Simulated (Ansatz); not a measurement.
Formation energy of AlN

The computed numbers are results of PBE, scalar-relativistic (no spin polarisation) in the plane-wave PAW code Ansatz at 420 eV, 12×12×8 k-mesh, Gaussian smearing of 0.05 eV; PAW files: Ansatz's generated set soft_2.

The chain of runs began from a cell as deposited in COD, expanded in volume.

Symmetry: P6_3mc, No. 186, hexagonal system. The conventional cell has a = 3.130 Å, b = 3.130 Å, c = 5.018 Å, α = 90.00°, β = 90.00°, γ = 120.00°. Al (site symmetry 3m) is surrounded by 4 N at 1.90 to 1.91 Å. N (site symmetry 3m) has 4 Al at 1.90 to 1.91 Å as nearest neighbours. (Shells end 15 % past the nearest neighbour.)

The elements were computed in their standard states (gases as isolated molecules) with the same datasets, cutoff and functional. Total energies depend on the potentials used, so only differences within one code and one set of settings carry meaning.

Energy of the relaxed cell (4 atoms, smearing extrapolated to zero): -1848.508 eV. Elements, in eV/atom: Al -537.499, N -384.013.

Problem. What is the formation energy?

Solution. [-1848.508 − (2 × -537.499 + 2 × -384.013)] / 4 = -1.37 eV/atom, or -132 kJ per mole of atoms.

The value is for 0 K, without zero-point energy and without any correction for the binding of gas molecules. The functional's error in the binding of N₂ enters directly. A negative value shows stability against the elements alone, not against other compounds or structures.

Bader charges against formal ones: Al +2.43 (+3), N −2.43 (−3). The cations give up 81 % of the formal charge; Bader charges stay under formal ones because the anions' density reaches into the cations' basins, though a share this high marks a strongly ionic bond.

Formal charges Al³⁺, N³⁻ balance and leave closed shells on every ion, so a band insulator is expected, and the gap is 4.03 eV.

Semilocal functionals underestimate band gaps, commonly by a third or more.
